Eight programs were given the same boron phosphide crystal and the same density functional, and their band gaps spread over 0.07 eV. That is about five per cent of the gap, although no atom differs in position from one run to the next. The spread must therefore come from the way in which each program represents the electrons. Four more runs of this crystal, one with GPAW, one with Octopus and two with SIESTA, are still covered. How closely can their gaps be told in advance from the potentials and the basis alone?

Kohn–Sham DFT with the PBE functional for boron phosphide (BP, F-43m, 2 atoms per cell, 11.68 Å³/atom), without spin polarisation or spin–orbit coupling. All runs use a 10×10×10 k mesh, on which both gaps are taken, and Fermi–Dirac occupations with a width of 0.05 eV. Energies in the basis column are plane-wave cutoffs.

```
         program                                                                potentials    basis  gap (eV)  direct gap (eV)
            VASP                                      VASP PAW PBE potentials, recommended   520 eV     1.239            3.401
          ABINIT                                                          JTH PAW PBE v2.0   544 eV     1.241            3.400
          Ansatz                                                                Ansatz PAW   420 eV     1.243            3.404
            GPAW                                      GPAW PAW data sets (gpaw data 1.2.1)   800 eV         ?                ?
Quantum ESPRESSO                                                   SSSP 1.3 efficiency PBE   748 eV     1.246            3.404
         Octopus                                                            pseudodojo_pbe  default         ?                ?
          ABACUS                                       PseudoDojo NC SR 0.4.1 PBE standard  1034 eV     1.252            3.407
           JDFTx                                            PseudoDojo SR PBE 0.5 standard  1034 eV     1.252            3.407
          SIRIUS                                                dojo sr pbe 0.4.1 standard  1054 eV     1.252              n/a
          SIESTA  PseudoDojo 0.4 standard, converted to PSML, two zetas on semicore shells      DZP         ?                ?
          SIESTA                                PseudoDojo 0.4 standard, converted to PSML      DZP         ?                ?
           PySCF                                                    DZVP MOLOPT SR/GTH PBE  default     1.305            3.435
```

The column "gap" is the distance in energy from the highest occupied level to the lowest empty one, wherever on the mesh of wave vectors the two lie. The mesh may miss the exact minimum of the empty levels a little, but all the programs share it. The "direct gap" compares levels at the same wave vector, and in this crystal it belongs to the zone centre Γ. It is nearly three times the gap, because the lowest empty level lies far from Γ, on the way to the zone boundary point X. The two columns thus measure two different empty levels against the same valence top, and this will help to tell what a change of basis does. The rows stand in order of gap, so the place of a covered row already brackets its value; the forecasts below make no use of that order.

The known gaps sort themselves by size of disagreement. ABACUS, JDFTx and SIRIUS use potentials of one family, PseudoDojo, together with plane waves, and they agree to the last printed digit, 0.001 eV. Once the potentials and the kind of basis are settled, the choice among these three programs hardly matters. Their agreement checks the programs; it doesn't check the potentials that they share.

A change of potentials, which here comes with a change of cutoff, goes with a much larger difference. VASP, ABINIT, Ansatz and Quantum ESPRESSO use PAW or ultrasoft potentials, and their mean gap lies 0.010 eV below that of the PseudoDojo rows. Every potential in these runs, PseudoDojo's included, replaces the core electrons and the rapid wiggles of the valence orbitals near the nucleus by something smoother. It is built to scatter valence electrons as the full atom does, but the match is exact only at chosen energies. Small differences elsewhere shift the levels of the crystal, so a disagreement of under one per cent of the gap is no surprise.

PySCF stands apart, with a gap 0.053 eV above the PseudoDojo rows. Among the known rows it alone builds its orbitals from a small set of functions centred on the atoms. Plane waves fill the whole cell evenly and can be refined by raising one cutoff energy. Atom-centred functions are compact and efficient where the electrons of a bond sit, but a small set has little freedom in the space between the atoms.

The direction of the resulting error can be argued from the variational principle. If the Hamiltonian is held fixed and functions are removed from a basis, no level can fall. Both edges of the gap then rise, and the gap changes by the difference between the two rises. Atom-centred sets are designed for occupied orbitals, so the empty edge is usually served worse and rises more. A small local basis should therefore tend to widen the gap, though the principle alone doesn't guarantee it.

PySCF can't settle the matter, because it also uses potentials of its own, of the GTH type. Its excess may come from the basis, from the potentials or from both. The SIESTA runs are more telling, since they join a small local basis to PseudoDojo potentials. If the basis matters, their gaps should lie above those of the PseudoDojo plane-wave rows; if only the GTH potentials matter, they should stay at 1.252 eV.

These ideas give a simple sum:

gap ≈ mean gap of the potential family + shift for a small local basis.

The first term is the plain average of the known plane-wave rows with that kind of potential. The second is zero for plane waves and for a real-space grid. For a local basis it is taken from PySCF, the only known example: 1.305 − 1.252 = 0.053 eV. PySCF itself is then reproduced by construction and is no test of the sum.

For GPAW, which uses PAW potentials and plane waves, the first term is the mean of four known gaps. The forecast is 1.242 ± 0.010 eV for the gap and 3.402 ± 0.010 eV for the direct gap. The bars here and below are judgements of what a new potential or basis may do, not statistical errors.

There is another way to read the plane-wave rows. The PseudoDojo runs have not only different potentials but also the highest cutoffs, so the gap might be following the cutoff. A least-squares straight line of gap against cutoff through the seven known plane-wave rows gives 1.247 eV for GPAW. That lies inside the bar of the first forecast, so this one run is unlikely to decide between the two readings.

Octopus works on a grid of points in real space with PseudoDojo potentials. A fine enough grid has the same even-handedness as plane waves, and the forecast is that family's mean, 1.252 ± 0.020 eV, with a direct gap of 3.407 ± 0.020 eV. The bar is doubled because the error of the default grid is unknown.

For SIESTA the sum starts from the PseudoDojo mean and adds the shift: 1.252 + 0.053 = 1.305 eV. The forecast for both runs is 1.305 ± 0.080 eV, and 3.435 ± 0.080 eV for the direct gap. The bar is wide because the shift rests on a single row with another basis and other potentials. The sharper statement is the direction: both gaps should lie above the PseudoDojo plane-wave value.

The two SIESTA runs also invite a forecast about each other. One is labelled as having two zetas, that is two radial functions, on semicore shells. Boron brings three valence electrons and phosphorus five, which leaves no semicore shell for such functions to serve. The two gaps should therefore agree within 0.005 eV.

The withheld rows as computed:

```
program                                                                potentials    basis  gap (eV)  direct gap (eV)
   GPAW                                      GPAW PAW data sets (gpaw data 1.2.1)   800 eV     1.244            3.405
Octopus                                                            pseudodojo_pbe  default     1.251            3.407
 SIESTA  PseudoDojo 0.4 standard, converted to PSML, two zetas on semicore shells      DZP     1.278            3.421
 SIESTA                                PseudoDojo 0.4 standard, converted to PSML      DZP     1.291            3.434
```

GPAW gives 1.244 eV, within 0.002 eV of the forecast, and its direct gap lies 0.003 eV above the forecast, also inside the bar. The line against cutoff misses by 0.003 eV on the other side, so the result falls between the two readings and can't choose between them. Potentials and cutoff remain entangled at the level of 0.01 eV. Runs with one set of potentials at several cutoffs would separate them.

Octopus gives 1.251 eV, only 0.001 eV below the mean of the PseudoDojo plane-wave rows, and its direct gap matches theirs to the printed digit. A grid and a set of plane waves look very different in a program, yet both treat every region of the cell alike. With potentials of the same family they lead to nearly the same levels. The bar allowed for a coarse grid, and for these two gaps that caution proved unnecessary.

The SIESTA gaps, 1.278 and 1.291 eV, are both higher than the PseudoDojo plane-wave value, as forecast. That direction could also be read from the order of the first table, so it is a weak test for the reader, although the sum didn't use it. The gaps fall short of the central forecast by 0.027 and 0.014 eV, and the direct gaps by 0.014 and 0.001 eV, all well inside the bar. PySCF's shift was thus right in sign and in order of magnitude but too large for SIESTA's basis. The gap moves even though the potential family stays the same, so GTH potentials aren't needed for such a widening. How much of PySCF's own excess they cause remains open, because its basis is not SIESTA's.

The direct gaps add a clue about which levels suffer. In PySCF the gap rises by 0.053 eV over the PseudoDojo plane-wave rows, but the direct gap by only 0.028 eV. Both SIESTA runs show the same order, with the gap rising more than the direct gap. Since the valence top is common to both quantities, the lowest empty level near X must have risen relative to the empty level at Γ.

Chemistry offers a reason for this. The empty level at Γ is largely an antibonding combination of p orbitals, which atom-centred functions describe fairly well. The conduction minimum near X has more of its weight between the atoms and mixes in d-like shapes. Simple bonding models with only s and p orbitals are known to place this minimum badly in semiconductors of this structure. A small basis offers little choice of d functions, so it is plausible that this level pays the higher price, though no run here adds functions to test it.

The forecast that failed is the one that looked safest. The two SIESTA gaps differ by 0.013 eV, more than twice the allowed 0.005 eV. The count of electrons was right, but the argument assumed that the label described the only difference between the two orbital sets. The settings of the runs show another one. The energy shift, which fixes how far SIESTA's orbitals reach, was 0.003 Ry in the run labelled with two zetas and 0.002 Ry in the other, and a larger shift cuts the orbitals off sooner. With no semicore shell to serve, this is the likely cause, though no run changes the energy shift alone. In this pair the shorter orbitals came nearer to the plane-wave gap, so a longer reach doesn't by itself promise a better one.

The pattern of this difference is simple. The direct gaps of the two runs also differ by 0.013 eV, so both empty levels have moved together relative to the valence top. The distance between them is the same in both runs: 3.421 − 1.278 = 2.143 eV and 3.434 − 1.291 = 2.143 eV. The change of orbitals left the balance between Γ and the conduction minimum unchanged to the printed digits.

For someone who compares gaps from different sources, the sizes are worth keeping in mind. In this crystal, the program matters at less than 0.001 eV when potentials and kind of basis agree, the potentials and cutoff together at about 0.01 eV, and a small local basis at a few hundredths of an electronvolt. A difference between two samples that is smaller than these steps should be read only from runs with identical settings. Two runs that both carry the label DZP may still not be identical in that sense.

None of these steps brings the calculation close to experiment. The measured gap of boron phosphide lies well above every row. Lattice vibrations and spin–orbit coupling are left out here, but they usually narrow such a gap and so would not close the distance. The distance is owed instead to the well-known tendency of functionals such as PBE to make gaps too small. The programs share that error, and no amount of agreement among them can reveal it.
